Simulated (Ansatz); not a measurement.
Sb2Te3: response to strain

Take Sb₂Te₃ in the Bi2Te3 type structure (space group R-3m, No. 166; a = 4.276 Å, c = 29.826 Å (hexagonal axes)) as the base. Axes: x lies along a and z along c of the hexagonal cell.

Strains are applied to the cell and any free atomic positions relax; under biaxial strain the out-of-plane vector relaxes too.

Level of theory: Ansatz (a first-principles code), PBE-D3(BJ), PAW, cutoff 420 eV, no spin-orbit coupling, earlier PAW set.

Notes on the quantities. pressure: mean of the normal stresses, compression positive.

```tsv
change	volume per atom	largest internal atomic displacement	pressure
base	31.49 Å³	–	0.0 GPa
biaxial strain −2.70 %, plane normal [001], relaxed out of plane	30.67 Å³	–	1.3 GPa
isotropic strain −4.25 %	27.64 Å³	0.121 Å	7.9 GPa
isotropic strain −1.98 %	29.66 Å³	0.067 Å	3.0 GPa
isotropic strain −1.77 %	29.85 Å³	0.061 Å	2.6 GPa
isotropic strain −1.37 %	30.21 Å³	0.049 Å	1.9 GPa
```

A case with no gap was solved on a k-mesh chosen for an insulator, which is coarse for it. No phonon test of stability was made. The final runs are not spin-polarised.
